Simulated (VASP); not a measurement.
Set up this calculation in VASP 6.6.1, as the native input.

```
Task                               : band structure
Functional                         : HSE06
Potentials or basis                : VASP PAW PBE potentials, release 64 (Si)
Cutoff                             : 520 eV
k mesh                             : 6 × 6 × 6
Occupations                        : gaussian, width 0.03 eV
Spin                               : no spin polarisation
Grid for exact exchange (PRECFOCK) : Fast
Screening parameter                : 0.2 1/A
Further INCAR settings             : ALGO = Normal; EDIFF = 1e-06
```

Crystal: Si.

```xyz
2
Lattice="0.0000 2.7178 2.7178 2.7178 0.0000 2.7178 2.7178 2.7178 0.0000" Properties=species:S:1:pos:R:3 pbc="T T T"
Si    4.0768    4.0768    4.0768
Si    2.7178    2.7178    2.7178
```

These files were run (other wordings do the same):

POSCAR

```
Si                                      
1.0
    0.0000000000      2.7178477094      2.7178477094
    2.7178477094      0.0000000000      2.7178477094
    2.7178477094      2.7178477094      0.0000000000
  Si            
     2
Direct
     0.7500000000000000    0.7500000000000000    0.7500000000000000
     0.5000000000000000    0.5000000000000000    0.5000000000000000
```

INCAR.step1

```
SYSTEM = Si
ALGO = Normal
EDIFF = 1E-5
ENCUT = 520
GGA = PE
ISIF = 2
ISMEAR = 0
KPAR = 4
LASPH = .TRUE.
LCHARG = .FALSE.
LREAL = .FALSE.
LWAVE = .TRUE.
NELM = 80
PREC = Accurate
SIGMA = 0.03
```

INCAR.step2

```
SYSTEM = Si
ALGO = Normal
EDIFF = 1E-6
ENCUT = 520
GGA = PE
HFSCREEN = 0.2
ISIF = 2
ISMEAR = 0
ISTART = 1
KPAR = 4
LASPH = .TRUE.
LCHARG = .FALSE.
LHFCALC = .TRUE.
LREAL = .FALSE.
LWAVE = .FALSE.
NELM = 80
PREC = Accurate
PRECFOCK = Fast
SIGMA = 0.03
```

KPOINTS

```
k-points
0
G
  6 6 6
  0 0 0
```

KPOINTS_OPT

```
explicit points
6
Reciprocal
 0.0000000000  0.0000000000  0.0000000000 1
 0.3750000000  0.3750000000  0.7500000000 1
 0.5000000000  0.5000000000  0.5000000000 1
 0.6250000000  0.2500000000  0.6250000000 1
 0.5000000000  0.2500000000  0.7500000000 1
 0.5000000000  0.0000000000  0.5000000000 1
```

Potentials or basis: VASP PAW PBE potentials, release 64 (Si).

The run is started by

```bash
$ cat potpaw_PBE.64/Si/POTCAR > POTCAR
$ cp INCAR.step1 INCAR
$ mpirun -np 4 vasp_std > vasp.out
$ cp INCAR.step2 INCAR
$ mpirun -np 4 vasp_std > vasp.out
```

It gave:

```yaml
Pressure: -0.1 GPa
Band_gap_on_the_k_mesh: 1.31 eV, indirect (least direct gap 3.34 eV)
Band_gap_along_the_path: 1.31 eV, indirect (least direct gap 3.34 eV)
```

Caveat: the PAW data sets were made with another functional, which shifts forces and pressure a little.

It took 88 s on 4 MPI ranks on Intel(R) Xeon(R) Platinum 8175M CPU @ 2.50GHz (Skylake/Cascade Lake), on a shared host, peak memory 0.27 GiB a rank.
